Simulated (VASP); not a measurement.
## NbC: relaxation of cell and atoms with PBE

The system is NbC.

```
Nb C
1.0
     0.00000    2.23455    2.23455
     2.23455    0.00000    2.23455
     2.23455    2.23455    0.00000
Nb C
1 1
Direct
  0.00000 0.00000 0.00000
  0.50000 0.50000 0.50000
```

```yaml
Program: VASP 6.6.1
Task: relaxation of cell and atoms
Functional: PBE
Potentials_or_basis: VASP PAW PBE potentials, release 64 (Nb_sv, C)
Cutoff: 520 eV
k_mesh: 4 × 4 × 4
Occupations: gaussian, width 0.1 eV
Spin: no spin polarisation
Further_INCAR_settings: ALGO = Normal; EDIFF = 1e-07; IBRION = 2; EDIFFG = -0.002; NSW = 80; ISIF = 3
```

```json
{"Relaxed volume": "11.32 Å³/atom", "Relaxed cell": "a = 3.175 Å, b = 3.175 Å, c = 3.175 Å, α = 60.00°, β = 60.00°, γ = 60.00°", "Space group after relaxing (to 0.05 Å)": "Fm-3m (No. 225)", "Energy gained by relaxing": "2.2 meV/atom", "Ionic steps": "16", "Pressure after relaxing": "0.0 GPa", "Band gap on the k mesh": "none (metal or under the smearing width)"}
```

Step by step:
```csv
step,energy change (eV),largest force (eV/Å),pressure (GPa),volume (Å³)
1,0.0000,0.0000,4.38,22.32
2,0.0137,0.0000,-8.24,23.32
3,-0.0043,0.0000,-0.03,22.64
4,-0.0043,0.0000,0.06,22.63
5,-0.0043,0.0000,0.06,22.63
6,-0.0043,0.0000,0.06,22.63
7,-0.0043,0.0000,0.05,22.63
8,-0.0043,0.0000,0.05,22.63
9,-0.0043,0.0000,0.05,22.63
10,-0.0043,0.0000,0.05,22.63
11,-0.0043,0.0000,0.05,22.63
12,-0.0043,0.0000,0.05,22.63
13,-0.0043,0.0000,0.05,22.63
14,-0.0043,0.0000,0.05,22.63
15,-0.0043,0.0000,0.04,22.63
16,-0.0043,0.0000,0.00,22.64
```

Final structure:
```
CELL_PARAMETERS angstrom
0.00000 2.24525 2.24525
2.24525 0.00000 2.24525
2.24525 2.24525 0.00000
ATOMIC_POSITIONS crystal
Nb 0.00000 0.00000 0.00000
C 0.50000 0.50000 0.50000
```

Levels at points of the mesh, in eV from the Fermi level:
| k point | band 6 | band 7 | band 8 | band 9 | band 10 | band 11 |
| --- | --- | --- | --- | --- | --- | --- |
| (0.00, 0.00, 0.00) | -1.11 | -1.11 | -1.11 | 0.05 | 0.05 | 0.05 |
| (0.50, 0.00, 0.00) | -7.26 | -4.83 | -4.83 | 2.25 | 2.25 | 3.68 |
| (0.50, 0.50, 0.00) | -3.92 | -3.62 | -1.06 | -1.06 | 2.10 | 3.31 |

Wall time 20 s on 1 thread of Intel(R) Xeon(R) Platinum 8375C CPU @ 2.90GHz (Ice Lake), on a shared host, peak memory 0.14 GiB.

Caveat: the k mesh is coarse (spacing up to 0.61 Å⁻¹), so the values aren't converged. PBE usually gives volumes a little too large and moduli too small.
